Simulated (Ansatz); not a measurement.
# Ti3Al5: the cost of one run

Method: DFT r2SCAN, scalar-relativistic, plane waves, PAW, in Ansatz 0.2.0.

1 further run of the same task is left out (set aside as unsound or not needed).

### 1 The system as given

It takes space group P4/mmm (No. 123, tetragonal). The conventional cell has a = 3.898 Å, b = 3.898 Å, c = 8.325 Å, α = 90.00°, β = 90.00°, γ = 90.00°. Ti (site symmetry 4/mmm) has 4 Ti at 2.76 Å and 8 Al at 2.84 Å in its first shell of neighbours. Ti (site symmetry 4/mmm) is surrounded by 12 Al at 2.76 to 2.86 Å. Al (site symmetry 2mm) is surrounded by 6 Al at 2.76 to 2.86 Å and 6 Ti at 2.84 to 2.86 Å. Around Al (site symmetry 4/mmm) lie 4 Ti at 2.76 Å and 8 Al at 2.86 Å.

Coordinates:

```
CELL_PARAMETERS angstrom
3.89829 0.00000 0.00000
0.00000 3.89829 0.00000
0.00000 0.00000 8.32493
ATOMIC_POSITIONS crystal
Ti 0.00000 0.00000 0.50000
Ti 0.50000 0.50000 0.00000
Ti 0.50000 0.50000 0.50000
Al 0.00000 0.50000 0.25133
Al 0.00000 0.50000 0.74867
Al 0.50000 0.00000 0.25133
Al 0.50000 0.00000 0.74867
Al 0.00000 0.00000 0.00000
```

It goes back to an entry of the Materials Project, which need not be the stable form.

It is the result of an earlier relaxation at this level (volume 15.81 Å³/atom; gap on the mesh: none (metal)).

### 2 The undisturbed cell

Input file input.yaml:

```yaml
crystal:
  lattice:
    - [3.8982868543, 0.0, 0.0]
    - [0.0, 3.8982868543, 0.0]
    - [0.0, 0.0, 8.3249319518]
  atoms:
    - { symbol: Ti, position: [0.0, 0.0, 0.5] }
    - { symbol: Ti, position: [0.5, 0.5, 0.0] }
    - { symbol: Ti, position: [0.5, 0.5, 0.5] }
    - { symbol: Al, position: [0.0, 0.5, 0.2513308216] }
    - { symbol: Al, position: [0.0, 0.5, 0.7486691784] }
    - { symbol: Al, position: [0.5, 0.0, 0.2513308216] }
    - { symbol: Al, position: [0.5, 0.0, 0.7486691784] }
    - { symbol: Al, position: [0.0, 0.0, 0.0] }
basis:
  ecutwfc: 500
kpoints:
  mp_grid: { grid: [10, 10, 4] }
hamiltonian:
  xc: r2scan
scf:
  occupations: { method: gaussian, width: 0.15 }
output:
  forces: true
  stress: true
  eigenvalues: true
  write_density: true
  write_potential: true
  elf: true
  volumetric_format: npy
```

On the command line:

```
$ ansatz run input.yaml --threads 2 --pin off --max-ram 5120MiB --backend cpu --events-out ev --progress --plain --runs-dir out
```

**Question.** How long does this run take on 2 threads of Arm Neoverse V1, shared host, and how much memory does it need?

About 28 s, with a peak of 0.76 GiB.
